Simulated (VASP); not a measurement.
# BN (F-43m) in VASP: further runs, part 4 of 4

VASP 6.6.1.

### Step 6. Band structure, B3LYP

File POSCAR:

```
BN
1.0
    0.0000000000      1.8130010000      1.8130010000
    1.8130010000      0.0000000000      1.8130010000
    1.8130010000      1.8130010000      0.0000000000
N B
1 1
Direct
    0.2500000000      0.2500000000      0.2500000000
    0.0000000000      0.0000000000      0.0000000000
```

File INCAR.step1:

```
ALGO     = Normal         # electronic algorithm
EDIFF    = 1E-5           # SCF threshold, eV
ENCUT    = 520            # plane-wave cutoff, eV
GGA      = PE             # functional
ISIF     = 2              # what is computed and relaxed
ISMEAR   = -1             # smearing method
LASPH    = T              # aspherical terms in the spheres
LCHARG   = F              # write CHGCAR
LREAL    = F              # projectors in reciprocal space
LWAVE    = T              # write WAVECAR
NBANDS   = 11             # bands
NELM     = 80             # most SCF steps
PREC     = Accurate       # precision mode
SIGMA    = 0.05           # smearing width, eV
```

File INCAR.step2:

```
AEXX     = 0.2            # exact-exchange fraction
AGGAC    = 0.81         
AGGAX    = 0.72         
ALDAC    = 0.19         
ALGO     = Normal         # electronic algorithm
EDIFF    = 1E-7           # SCF threshold, eV
ENCUT    = 520            # plane-wave cutoff, eV
GGA      = B3             # functional
HFRCUT   = -1           
ISIF     = 2              # what is computed and relaxed
ISMEAR   = -1             # smearing method
ISTART   = 1            
LASPH    = T              # aspherical terms in the spheres
LCHARG   = F              # write CHGCAR
LHFCALC  = T              # exact exchange
LREAL    = F              # projectors in reciprocal space
LWAVE    = F              # write WAVECAR
NBANDS   = 11             # bands
NELM     = 80             # most SCF steps
PREC     = Accurate       # precision mode
PRECFOCK = Normal       
SIGMA    = 0.05           # smearing width, eV
```

File KPOINTS:

```
k-points
0
Gamma
  7 7 7
```

File KPOINTS_OPT:

```
path GXWKGLUWLK,UX
10
line-mode
reciprocal
 0.0000000000  0.0000000000  0.0000000000  G
 0.5000000000  0.0000000000  0.5000000000  X

 0.5000000000  0.0000000000  0.5000000000  X
 0.5000000000  0.2500000000  0.7500000000  W

 0.5000000000  0.2500000000  0.7500000000  W
 0.3750000000  0.3750000000  0.7500000000  K

 0.3750000000  0.3750000000  0.7500000000  K
 0.0000000000  0.0000000000  0.0000000000  G

 0.0000000000  0.0000000000  0.0000000000  G
 0.5000000000  0.5000000000  0.5000000000  L

 0.5000000000  0.5000000000  0.5000000000  L
 0.6250000000  0.2500000000  0.6250000000  U

 0.6250000000  0.2500000000  0.6250000000  U
 0.5000000000  0.2500000000  0.7500000000  W

 0.5000000000  0.2500000000  0.7500000000  W
 0.5000000000  0.5000000000  0.5000000000  L

 0.5000000000  0.5000000000  0.5000000000  L
 0.3750000000  0.3750000000  0.7500000000  K

 0.6250000000  0.2500000000  0.6250000000  U
 0.5000000000  0.0000000000  0.5000000000  X
```

Potentials or basis: VASP PAW PBE potentials, release 64 (N, B).

Launch:

```sh
> cat potpaw_PBE.64/N/POTCAR potpaw_PBE.64/B/POTCAR > POTCAR
> cp INCAR.step1 INCAR
> mpirun -np 1 vasp_std > vasp.out
> cp INCAR.step2 INCAR
> mpirun -np 1 vasp_std > vasp.out
```

OUTCAR:

```text
AEXX = 0.2
   EDIFF = 1E-7
   ENCUT = 520
   GGA = B3
   ISIF = 2
   ISMEAR = -1
   ISTART = 1
   LASPH = T
   LHFCALC = T
   LREAL = F
   NELM = 80
   PREC = Accurate
   PRECFOCK = Normal

 ion  position               nearest neighbor table
   1  0.250  0.250  0.250-   2 1.57   2 1.57   2 1.57   2 1.57
   2  0.000  0.000  0.000-   1 1.57   1 1.57   1 1.57   1 1.57

  LATTYP: Found a face centered cubic cell.
 ALAT       =     3.6260020000

  Lattice vectors:

 A1 = (   0.0000000000,   1.8130010000,   1.8130010000)
 A2 = (   1.8130010000,   0.0000000000,   1.8130010000)
 A3 = (   1.8130010000,   1.8130010000,   0.0000000000)

Analysis of symmetry for initial positions (statically):
=====================================================================
 Subroutine PRICEL returns:
 Original cell was already a primitive cell.

 Routine SETGRP: Setting up the symmetry group for a
 face centered cubic supercell.

 Subroutine GETGRP returns: Found 24 space group operations
 (whereof 24 operations were pure point group operations)
 out of a pool of 48 trial point group operations.

The static configuration has the point symmetry T_d .

Analysis of symmetry for dynamics (positions and initial velocities):
=====================================================================
 Subroutine PRICEL returns:
 Original cell was already a primitive cell.

 Routine SETGRP: Setting up the symmetry group for a
 face centered cubic supercell.

 Subroutine GETGRP returns: Found 24 space group operations
 (whereof 24 operations were pure point group operations)
 out of a pool of 48 trial point group operations.

The dynamic configuration has the point symmetry T_d .

 Subroutine INISYM returns: Found 24 space group operations
 (whereof 24 operations are pure point group operations),
 and found     1 'primitive' translations

----------------------------------------------------------------------------------------

                                     Primitive cell

  volume of cell :      11.9186

  direct lattice vectors                    reciprocal lattice vectors
     0.000000000  1.813001000  1.813001000    -0.275785838  0.275785838  0.275785838
     1.813001000  0.000000000  1.813001000     0.275785838 -0.275785838  0.275785838
     1.813001000  1.813001000  0.000000000     0.275785838  0.275785838 -0.275785838

  length of vectors
     2.563970603  2.563970603  2.563970603     0.477675083  0.477675083  0.477675083

  position of ions in fractional coordinates (direct lattice)
     0.250000000  0.250000000  0.250000000
     0.000000000  0.000000000  0.000000000

  ion indices of the primitive-cell ions
   primitive index   ion index
                 1           1
                 2           2

----------------------------------------------------------------------------------------

 KPOINTS: k-points

Automatic generation of k-mesh.
 Grid dimensions read from file:
 generate k-points for:    7    7    7

 Generating k-lattice:

  Cartesian coordinates                     Fractional coordinates (reciprocal lattice)
[... 39 lines left out ...]
   total plane-waves  NPLWV =   8000
   dimension x,y,z NGX =    20 NGY =   20 NGZ =   20
   dimension x,y,z NGXF=    40 NGYF=   40 NGZF=   40
   ions per type =               1   1
   NGX,Y,Z   is equivalent  to a cutoff of  12.97, 12.97, 12.97 a.u.
   NGXF,Y,Z  is equivalent  to a cutoff of  25.94, 25.94, 25.94 a.u.
 SYSTEM =  unknown system
   PREC   = accura    normal or accurate (medium, high low for compatibility)
   ISTART =      1    job   : 0-new  1-cont  2-samecut
   ICHARG =      0    charge: 1-file 2-atom 10-const
   ISPIN  =      1    spin polarized calculation?
   LNONCOLLINEAR =      F non collinear calculations
   LSORBIT =      F    spin-orbit coupling
   LASPH  =      T    aspherical Exc in radial PAW
   ENCUT  =  520.0 eV  38.22 Ry    6.18 a.u.   4.77  4.77  4.77*2*pi/ulx,y,z
   NELM   =     80;   NELMIN=  2; NELMDL=  0     # of ELM steps
   EDIFF  = 0.1E-06   stopping-criterion for ELM
   LREAL  =      F    real-space projection
   EDIFFG = 0.1E-05   stopping-criterion for IOM
   NSW    =      0    number of steps for IOM
   IBRION =     -1    ionic relax: 0-MD 1-quasi-New 2-CG
   NFREE  =      0    steps in history (QN), initial steepest desc. (CG)
   ISIF   =      2    stress and relaxation
   ISYM   =      3    0-nonsym 1-usesym 2-fastsym
   POTIM  = 0.5000    time-step for ionic-motion
   TEBEG  =    0.0;   TEEND  =   0.0 temperature during run
   PSTRESS=    0.0 pullay stress
   NELECT =       8.0000    total number of electrons
   NUPDOWN=      -1.0000    fix difference up-down
   EMIN   =  10.00;   EMAX   =-10.00  energy-range for DOS
   EFERMI =   0.00;   METHOD = LEGACY
   ISMEAR =    -1;   SIGMA  =   0.05  broadening in eV -4-tet -1-fermi 0-gaus
   EFERMI_NEDOS =   21; number of points for ismear=-14 and -15
   IALGO  =     38    algorithm
   IMIX   =      1    mixing-type and parameters
     AMIX     =   0.40;   BMIX     =  1.00
     AMIX_MAG =   1.60;   BMIX_MAG =  1.00
  volume/ion in A,a.u.               =       5.96        40.22
  Fermi-wavevector in a.u.,A,eV,Ry     =   1.433387  2.708709 27.954506  2.054598
  Thomas-Fermi vector in A             =   2.552911
   LORBIT       =      0    0 simple, 1 ext, 2 COOP (PROOUT), +10 PAW based schemes
   GGA     = B3    functional components
   LHFCALC =     T    Hartree Fock is set to
   PRECFOCK=normal    Normal, Fast or Accurate (Low or Medium for compatibility)
   ENCUT4O =  -1.0   cutoff for four orbital integrals eV
   NKREDX  =     1    reduce k-point grid by
   NKREDY  =     1    reduce k-point grid by
   NKREDZ  =     1    reduce k-point grid by
   AEXX    =    0.2000 exact exchange contribution
   HFSCREEN=    0.0000 screening length (either q_TF or 0.3 A-1)
   HFSCREENC=   0.0000 screening length for correlation (either q_TF or 0.3 A-1)
   ENCUTFOCK=  -1.0 apply spherical cutoff to Coloumb kernel
   IVDW    =     0    specifies the selected vdW correction
   LEPSILON=     F    determine dielectric tensor
   LRPA    =     F    only Hartree local field effects (RPA)
 non-spin polarized calculation
  energy-cutoff  :      520.00
  volume of cell :       11.92
 maximum number of plane-waves:       331
  NGX = 16; NGY = 16; NGZ = 16

 number of electron       7.9999999 magnetization

 Free energy of the ion-electron system (eV)
  ---------------------------------------------------
  ext. energy  EPLUGINS =         0.00000000
  ---------------------------------------------------
  free energy    TOTEN  =       -19.71452900 eV

  energy without entropy =      -19.71452900  energy(sigma->0) =      -19.71452900

 E-fermi :   7.4228     XC(G=0): -10.1195

 val. band max:        6.4076657441   @ k =   0.0000   0.0000   0.0000
 cond. band min:      13.1970781363   @ k =   0.4286   0.4286   0.0000
 fundamental gap:      6.7894123922
 Fermi energy:         7.4228023797

 k-point     1 :       0.0000    0.0000    0.0000
  band No.  band energies     occupation
      1     -15.0202      2.00000
      2       6.4077      2.00000
      3       6.4077      2.00000
      4       6.4077      2.00000
      5      17.2974      0.00000
      6      17.2974      0.00000
      7      17.2974      0.00000
      8      18.9944      0.00000
      9      33.5390      0.00000
     10      36.5930      0.00000
     11      36.5930      0.00000
[... 253 lines left out ...]
 k-point    20 :      -0.2857    0.4286    0.1429
  band No.  band energies     occupation
      1      -9.1208      2.00000
      2      -1.9325      2.00000
      3      -1.3303      2.00000
      4       1.1447      2.00000
      5      17.4178      0.00000
      6      21.8428      0.00000
      7      23.3599      0.00000
      8      24.6639      0.00000
      9      27.5225      0.00000
     10      34.5280      0.00000
     11      37.3769      0.00000

------------------------ aborting loop because EDIFF is reached ----------------------------------------

  FORCE on cell =-STRESS in cart. coord.  units (eV):
  Direction    XX          YY          ZZ          XY          YZ          ZX
  --------------------------------------------------------------------------------------
  -------------------------------------------------------------------------------------
  Total       -0.1959063     -0.1959063     -0.1959063      0.0000000      0.0000000      0.0000000
  in kB      -26.3350922    -26.3350922    -26.3350922      0.0000000      0.0000000      0.0000000
  external PRESSURE =     -26.3350922 kB  Pullay stress =       0.0000000 kB

 VOLUME and BASIS-vectors are now :
 -----------------------------------------------------------------------------
  energy-cutoff  :      520.00
  volume of cell :       11.92
      direct lattice vectors                 reciprocal lattice vectors
     0.000000000  1.813001000  1.813001000    -0.275785838  0.275785838  0.275785838
     1.813001000  0.000000000  1.813001000     0.275785838 -0.275785838  0.275785838
     1.813001000  1.813001000  0.000000000     0.275785838  0.275785838 -0.275785838

 POSITION                                       TOTAL-FORCE (eV/Angst)
 -----------------------------------------------------------------------------------
      0.90650      0.90650      0.90650        -0.000000     -0.000000     -0.000000
      0.00000      0.00000      0.00000         0.000000      0.000000      0.000000
 -----------------------------------------------------------------------------------
    total drift:                                0.000000      0.000000      0.000000

  FREE ENERGIE OF THE ION-ELECTRON SYSTEM (eV)
  ---------------------------------------------------
  free  energy   TOTEN  =       -19.7145290047 eV

  energy  without entropy=      -19.7145290047  energy(sigma->0) =      -19.71452900
```

It took 23 min on 1 thread of AMD EPYC 7R13 (Zen 3), shared host; peak memory 0.12 GiB.

What came out:

```
Free energy             : -19.7145 eV
Pressure                : -2.6 GPa
Band gap on the k mesh  : 6.79 eV, indirect (least direct gap 10.89 eV)
Band gap along the path : 6.53 eV, indirect (least direct gap 10.89 eV)
```

Levels at the corners of the path, in eV from the valence-band top:
| point | band 1 | band 2 | band 3 | band 4 | band 5 | band 6 | band 7 | band 8 | band 9 |
| --- | --- | --- | --- | --- | --- | --- | --- | --- | --- |
| Γ | -21.43 | 0.00 | 0.00 | 0.00 | 10.89 | 10.89 | 10.89 | 12.59 | 27.13 |
| X | -15.65 | -9.39 | -5.12 | -5.12 | 6.53 | 11.31 | 20.43 | 20.43 | 23.37 |
| X | -15.65 | -9.39 | -5.12 | -5.12 | 6.53 | 11.31 | 20.43 | 20.43 | 23.37 |
| W | -15.35 | -8.04 | -7.22 | -6.68 | 11.80 | 15.63 | 16.74 | 16.99 | 21.85 |
| W | -15.35 | -8.04 | -7.22 | -6.68 | 11.80 | 15.63 | 16.74 | 16.99 | 21.85 |
| K | -15.58 | -8.58 | -7.91 | -4.25 | 9.02 | 15.11 | 18.24 | 19.13 | 21.12 |
| K | -15.58 | -8.58 | -7.91 | -4.25 | 9.02 | 15.11 | 18.24 | 19.13 | 21.12 |
| Γ | -21.43 | 0.00 | 0.00 | 0.00 | 10.89 | 10.89 | 10.89 | 12.59 | 27.13 |
| Γ | -21.43 | 0.00 | 0.00 | 0.00 | 10.89 | 10.89 | 10.89 | 12.59 | 27.13 |
| L | -17.08 | -11.16 | -2.04 | -2.04 | 12.25 | 12.89 | 12.89 | 17.77 | 25.94 |
| L | -17.08 | -11.16 | -2.04 | -2.04 | 12.25 | 12.89 | 12.89 | 17.77 | 25.94 |
| U | -15.58 | -8.58 | -7.91 | -4.25 | 9.02 | 15.11 | 18.24 | 19.13 | 21.12 |
| U | -15.58 | -8.58 | -7.91 | -4.25 | 9.02 | 15.11 | 18.24 | 19.13 | 21.12 |
| W | -15.35 | -8.04 | -7.22 | -6.68 | 11.80 | 15.63 | 16.74 | 16.99 | 21.85 |
| W | -15.35 | -8.04 | -7.22 | -6.68 | 11.80 | 15.63 | 16.74 | 16.99 | 21.85 |
| L | -17.08 | -11.16 | -2.04 | -2.04 | 12.25 | 12.89 | 12.89 | 17.77 | 25.94 |
| L | -17.08 | -11.16 | -2.04 | -2.04 | 12.25 | 12.89 | 12.89 | 17.77 | 25.94 |
| K | -15.58 | -8.58 | -7.91 | -4.25 | 9.02 | 15.11 | 18.24 | 19.13 | 21.12 |
| U | -15.58 | -8.58 | -7.91 | -4.25 | 9.02 | 15.11 | 18.24 | 19.13 | 21.12 |
| X | -15.65 | -9.39 | -5.12 | -5.12 | 6.53 | 11.31 | 20.43 | 20.43 | 23.37 |

Caveat: the k mesh is coarse (spacing up to 0.43 Å⁻¹), so the values aren't converged, least of all with exact exchange; the PAW data sets were made with another functional, which shifts forces and pressure a little; the mesh misses the band edges, which the band path finds closer together.

### Step 7. For comparison

An earlier run on the cell as given: functional PBEsol; potentials or basis VASP PAW PBE potentials, release 64 (N, B); cutoff 520 eV; k mesh 13 × 13 × 13; occupations fermi-dirac, width 0.05 eV; no spin polarisation.

- Pressure: -5.7 GPa
- Band gap on the k mesh: 4.34 eV, indirect (least direct gap 8.72 eV)

### Step 8. Summary

| task | level | potentials or basis | spin | cell | k mesh | grid for exact exchange (PRECFOCK) | screening parameter | exchange at q = 0 | ladder | mesh quality | gap on the mesh (eV) | pressure (GPa) |
| --- | --- | --- | --- | --- | --- | --- | --- | --- | --- | --- | --- | --- |
| band structure | LAK | VASP PAW PBE potentials, release 64 (N, B) | off | as given | 13 × 13 × 13 | - | - | - | - | not flagged | 5.56 | 0.1 |
| band structure | HSE06 | VASP PAW PBE potentials, release 64 (N, B) | off | as given | 7 × 7 × 7 | Fast | 0.2 1/A | - | - | coarse | 6.06 | -9.1 |
| optical spectrum | optB88-vdW | VASP PAW PBE potentials, release 54 (N, B) | collinear, ferromagnetic start | volume scaled by 1.08 | 13 × 13 × 13 | - | - | - | - | not flagged | 4.65 | -25.4 |
| band structure | B3LYP | VASP PAW PBE potentials, release 64 (N, B) | off | as given | 7 × 7 × 7 | Normal | - | truncated | - | coarse | 6.79 | -2.6 |
| single point | PBEsol | VASP PAW PBE potentials, release 64 (N, B) | off | as given | 13 × 13 × 13 | - | - | - | free | not flagged | 4.34 | -5.7 |

Alike in all rows: cutoff (eV) 520; smearing fermi-dirac 0.05 eV.

Caveats: some runs use coarse meshes; the PAW data sets were made with another functional, which shifts forces and pressure a little; the mesh misses the band edges, which the band path finds closer together (some runs); an odd mesh through Γ misses points on the zone boundary, where band edges often lie (some runs); spectra need much finer meshes, so this one isn't converged (some runs); independent-particle spectra lack excitons (some runs).

Total energies depend on the potentials used, so only differences within one code and one set of settings carry meaning.

### Step 9. Against experiment

Step 2. A measured gap of BN is 6.4 eV (indirect; 300 K; a printed reference work, monograph); the calculated 5.48 eV misses it by -0.92 eV. The value is that of LAK, without temperature or zero-point motion. The cell is a database's relaxed one, not the measured one, which moves gaps too.
